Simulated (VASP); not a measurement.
# K (Im-3m) in VASP: elastic constants with PBE

Aim: the elastic constants of K with PBE.

Everything below comes from runs of VASP 6.6.1. Logs are shortened: lines on timing, memory, paths and dates and some standing lists are left out, and cuts for length are marked.

## 1. The structure

The structure is cubic, space group Im-3m (No. 229). The conventional cell has a = 5.236 Å, b = 5.236 Å, c = 5.236 Å, α = 90.00°, β = 90.00°, γ = 90.00°.

## 2. Elastic constants, PBE

POSCAR

```
K
1.0
   -2.6180000000      2.6180000000      2.6180000000
    2.6180000000     -2.6180000000      2.6180000000
    2.6180000000      2.6180000000     -2.6180000000
K
1
Direct
    0.0000000000      0.0000000000      0.0000000000
```

INCAR.step1

```
ALGO = Normal ; EDIFF = 1E-8
EDIFFG = -0.002 ; ENCUT = 600
GGA = PE ; IBRION = 2
ISIF = 3 ; ISMEAR = 0
LASPH = True ; LCHARG = False
LREAL = False ; LWAVE = False
NELM = 100 ; NSW = 40
PREC = Accurate ; SIGMA = 0.1
```

INCAR.step2

```
ALGO = Normal ; EDIFF = 1E-8
ENCUT = 600 ; GGA = PE
IBRION = 6 ; ISIF = 3
ISMEAR = 0 ; LASPH = True
LCHARG = False ; LREAL = False
LWAVE = False ; NELM = 100
NFREE = 2 ; NSW = 1
POTIM = 0.015 ; PREC = Accurate
SIGMA = 0.1
```

KPOINTS

```
k-points
0
Gamma
  12 12 12
```

Potentials or basis: VASP PAW PBE potentials, release 64 (K_sv).

Started as:

```bash
$ cat potpaw_PBE.64/K_sv/POTCAR > POTCAR
$ cp INCAR.step1 INCAR
$ mpirun -np 1 vasp_std > vasp.out
$ cp CONTCAR POSCAR
$ cp INCAR.step2 INCAR
$ mpirun -np 1 vasp_std > vasp.out
```

OUTCAR:

```text
EDIFF = 1E-8
   ENCUT = 600
   GGA = PE
   IBRION = 6
   ISIF = 3
   ISMEAR = 0
   LASPH = True
   LREAL = False
   NELM = 100
   NFREE = 2
   NSW = 1
   POTIM = 0.015
   PREC = Accurate

 ion  position               nearest neighbor table
   1  0.000  0.000  0.000-

  LATTYP: Found a body centered cubic cell.
 ALAT       =     5.2819483075

  Lattice vectors:

 A1 = (  -2.6409741538,   2.6409741538,   2.6409741538)
 A2 = (   2.6409741538,  -2.6409741538,   2.6409741538)
 A3 = (   2.6409741538,   2.6409741538,  -2.6409741538)

Analysis of symmetry for initial positions (statically):
=====================================================================
 Subroutine PRICEL returns:
 Original cell was already a primitive cell.

 Routine SETGRP: Setting up the symmetry group for a
 body centered cubic supercell.

 Subroutine GETGRP returns: Found 48 space group operations
 (whereof 48 operations were pure point group operations)
 out of a pool of 48 trial point group operations.

The static configuration has the point symmetry O_h .

Analysis of symmetry for dynamics (positions and initial velocities):
=====================================================================
 Subroutine PRICEL returns:
 Original cell was already a primitive cell.

 Routine SETGRP: Setting up the symmetry group for a
 body centered cubic supercell.

 Subroutine GETGRP returns: Found 48 space group operations
 (whereof 48 operations were pure point group operations)
 out of a pool of 48 trial point group operations.

The dynamic configuration has the point symmetry O_h .

 Subroutine INISYM returns: Found 48 space group operations
 (whereof 48 operations are pure point group operations),
 and found     1 'primitive' translations

----------------------------------------------------------------------------------------

                                     Primitive cell

  volume of cell :      73.6805

  direct lattice vectors                    reciprocal lattice vectors
    -2.640974154  2.640974154  2.640974154     0.000000000  0.189324079  0.189324079
     2.640974154 -2.640974154  2.640974154     0.189324079  0.000000000  0.189324079
     2.640974154  2.640974154 -2.640974154     0.189324079  0.189324079  0.000000000

  length of vectors
     4.574301416  4.574301416  4.574301416     0.267744681  0.267744681  0.267744681

  position of ions in fractional coordinates (direct lattice)
     0.000000000  0.000000000  0.000000000

  ion indices of the primitive-cell ions
   primitive index   ion index
                 1           1

----------------------------------------------------------------------------------------

 KPOINTS: k-points

Automatic generation of k-mesh.
 Grid dimensions read from file:
 generate k-points for:   12   12   12

 Generating k-lattice:

  Cartesian coordinates                     Fractional coordinates (reciprocal lattice)
     0.000000000  0.015777007  0.015777007     0.083333333  0.000000000  0.000000000
     0.015777007  0.000000000  0.015777007     0.000000000  0.083333333  0.000000000
     0.015777007  0.015777007  0.000000000     0.000000000  0.000000000  0.083333333

  Length of vectors
     0.022312057  0.022312057  0.022312057

  Shift w.r.t. Gamma in fractional coordinates (k-lattice)
     0.000000000  0.000000000  0.000000000

 Subroutine IBZKPT returns following result:
[... 95 lines left out ...]
  ext. energy  EPLUGINS =         0.00000000
  ---------------------------------------------------
  free energy    TOTEN  =        -1.04846161 eV

  energy without entropy =       -1.04355301  energy(sigma->0) =       -1.04600731

------------------------ aborting loop because EDIFF is reached ----------------------------------------

  FORCE on cell =-STRESS in cart. coord.  units (eV):
  Direction    XX          YY          ZZ          XY          YZ          ZX
  --------------------------------------------------------------------------------------
  -------------------------------------------------------------------------------------
  Total        0.0019544      0.0019544      0.0019544     -0.0000000     -0.0000000      0.0000000
  in kB        0.0424989      0.0424989      0.0424989     -0.0000000     -0.0000000      0.0000000
  external PRESSURE =       0.0424989 kB  Pullay stress =       0.0000000 kB
[... 86 lines left out ...]
  FREE ENERGIE OF THE ION-ELECTRON SYSTEM (eV)
  ---------------------------------------------------
  free  energy   TOTEN  =        -1.0482458509 eV

  energy  without entropy=       -1.0434241246  energy(sigma->0) =       -1.04583499

[... ionic steps 4 to 12 ...]

--------------------------------------- Ionic step       13  -------------------------------------------

 number of electron       8.9999999 magnetization

------------------------ aborting loop because EDIFF is reached ----------------------------------------
[... 65 lines left out ...]
--------------------------------------- Ionic step       15  -------------------------------------------

 number of electron       9.0000000 magnetization

 Free energy of the ion-electron system (eV)
  ---------------------------------------------------
  ext. energy  EPLUGINS =         0.00000000
  ---------------------------------------------------
  free energy    TOTEN  =        -1.04846228 eV

  energy without entropy =       -1.04355369  energy(sigma->0) =       -1.04600798

 E-fermi :  -0.1356     XC(G=0):  -5.6473

 val. band max:       -0.1568543831   @ k =   0.2500   0.2500   0.0000
 cond. band min:      -0.0910401085   @ k =   0.3333   0.1667   0.0000
 fundamental gap:      0.0658142746
 Fermi energy:        -0.1355852156

 k-point     1 :       0.0000    0.0000    0.0000
  band No.  band energies     occupation
      1     -32.2566      2.00000
      2     -15.7066      2.00000
      3     -15.7066      2.00000
      4     -15.7066      2.00000
      5      -2.2779      2.00000
      6       4.1686      0.00000
      7       4.1686      0.00000
      8       4.1686      0.00000
[... 243 lines left out ...]
 k-point    24 :       0.4167    0.0833    0.0833
  band No.  band energies     occupation
      1     -32.2524      2.00000
      2     -15.7690      2.00000
      3     -15.7318      2.00000
      4     -15.7108      2.00000
      5       0.4968      0.00000
      6       0.6479      0.00000
      7       2.6501      0.00000
      8       4.4663      0.00000

 [... further k-points ...]

------------------------ aborting loop because EDIFF is reached ----------------------------------------

  FORCE on cell =-STRESS in cart. coord.  units (eV):
  Direction    XX          YY          ZZ          XY          YZ          ZX
  --------------------------------------------------------------------------------------
  -------------------------------------------------------------------------------------
  Total        0.0019328      0.0019328      0.0019328     -0.0000000     -0.0000000     -0.0000000
  in kB        0.0420289      0.0420289      0.0420289     -0.0000000     -0.0000000     -0.0000000
  external PRESSURE =       0.0420289 kB  Pullay stress =       0.0000000 kB
[... 16 lines left out ...]
  FREE ENERGIE OF THE ION-ELECTRON SYSTEM (eV)
  ---------------------------------------------------
  free  energy   TOTEN  =        -1.0484622847 eV

  energy  without entropy=       -1.0435536852  energy(sigma->0) =       -1.04600798

 INTERNAL STRAIN TENSORS FROM STRAINED CELLS
 ============================================

 INTERNAL STRAIN TENSOR FOR ION    1 for displacements in x,y,z  (eV/Angst):
          X           Y           Z          XY          YZ          ZX
  --------------------------------------------------------------------------------
  x    -0.00000     0.00000    -0.00000    -0.00000    -0.00000    -0.00000
  y     0.00000     0.00000    -0.00000    -0.00000     0.00000     0.00000
  z     0.00000    -0.00000     0.00000    -0.00000    -0.00000     0.00000

 INTERNAL STRAIN TENSORS FROM DISPLACED ATOMS
 ============================================

 INTERNAL STRAIN TENSOR FOR ION    1 for displacements in x,y,z  (eV/Angst):
          X           Y           Z          XY          YZ          ZX
  --------------------------------------------------------------------------------
  x     0.00000     0.00000     0.00000     0.00000     0.00000     0.00000
  y     0.00000     0.00000     0.00000     0.00000     0.00000     0.00000
  z     0.00000     0.00000     0.00000     0.00000     0.00000     0.00000

 Eigenvectors and eigenvalues of the dynamical matrix
 ----------------------------------------------------

   1 f  =    0.000000 THz     0.000000 2PiTHz    0.000000 cm-1     0.000000 meV
             X         Y         Z           dx          dy          dz
      0.000000  0.000000  0.000000     0.000000    0.000000    1.000000

   2 f  =    0.000000 THz     0.000000 2PiTHz    0.000000 cm-1     0.000000 meV
             X         Y         Z           dx          dy          dz
      0.000000  0.000000  0.000000    -0.894781    0.446506    0.000000

   3 f  =    0.000000 THz     0.000000 2PiTHz    0.000000 cm-1     0.000000 meV
             X         Y         Z           dx          dy          dz
      0.000000  0.000000  0.000000     0.446506    0.894781    0.000000

--------------------------------------------------------------------------------------------------------

 ELASTIC MODULI CONTR FROM IONIC RELAXATION (kBar)
 Direction    XX          YY          ZZ          XY          YZ          ZX
 --------------------------------------------------------------------------------
 XX           0.0000      0.0000      0.0000      0.0000      0.0000      0.0000
 YY           0.0000      0.0000      0.0000      0.0000      0.0000      0.0000
 ZZ           0.0000      0.0000      0.0000      0.0000      0.0000      0.0000
 XY           0.0000      0.0000      0.0000      0.0000      0.0000      0.0000
 YZ           0.0000      0.0000      0.0000      0.0000      0.0000      0.0000
 ZX           0.0000      0.0000      0.0000      0.0000      0.0000      0.0000
 --------------------------------------------------------------------------------

 TOTAL ELASTIC MODULI (kBar)
 Direction    XX          YY          ZZ          XY          YZ          ZX
 --------------------------------------------------------------------------------
 XX          35.6557     36.6755     36.6755     -0.0000     -0.0000     -0.0000
 YY          36.6755     35.6557     36.6755      0.0000      0.0000      0.0000
 ZZ          36.6755     36.6755     35.6557     -0.0000     -0.0000      0.0000
 XY          -0.0000      0.0000     -0.0000     23.3233     -0.0000      0.0000
 YZ          -0.0000      0.0000     -0.0000     -0.0000     23.3233      0.0000
 ZX          -0.0000      0.0000      0.0000      0.0000      0.0000     23.3233
 --------------------------------------------------------------------------------
```

Wall time 26 min (1 thread of Intel Xeon Platinum 8488C (Sapphire Rapids), shared host); peak memory 0.67 GiB.

Results:

| Quantity | Value |
| --- | --- |
| Relaxed volume | 73.68 Å³/atom |
| Relaxed cell | a = 4.574 Å, b = 4.574 Å, c = 4.574 Å, α = 109.47°, β = 109.47°, γ = 109.47° |
| Space group after relaxing (to 0.05 Å) | Im-3m (No. 229) |
| Elastic constants C11, C12, C44 | 4, 4, 2 GPa |
| Voigt bulk modulus | 4 GPa |

Step by step:
```
step  energy change (eV)  largest force (eV/Å)  pressure (GPa)  volume (Å³)
   1              0.0000                0.0000            0.10        71.77
   2             -0.0003                0.0000            0.08        72.26
   3             -0.0006                0.0000            0.00        73.68
```

Final structure:
```cif
data_structure
_symmetry_space_group_name_H-M 'P 1'
_symmetry_Int_Tables_number 1
_cell_length_a 4.5743
_cell_length_b 4.5743
_cell_length_c 4.5743
_cell_angle_alpha 109.471
_cell_angle_beta 109.471
_cell_angle_gamma 109.471
_cell_volume 73.68
loop_
_atom_site_label
_atom_site_type_symbol
_atom_site_fract_x
_atom_site_fract_y
_atom_site_fract_z
_atom_site_occupancy
K1 K 0.00000 0.00000 0.00000 1
```

Elastic tensor in Voigt notation (GPa, in the Cartesian axes of the cell as first typed):
```
4 4 4 0 0 0
4 4 4 0 0 0
4 4 4 0 0 0
0 0 0 2 0 0
0 0 0 0 2 0
0 0 0 0 0 2
```

Clamped-ion elastic tensor (GPa):
```
4 4 4 0 0 0
4 4 4 0 0 0
4 4 4 0 0 0
0 0 0 2 0 0
0 0 0 0 2 0
0 0 0 0 0 2
```

Caveat: the elastic tensor has a negative eigenvalue, so either the cell is unstable as it stands or the mesh is too thin.
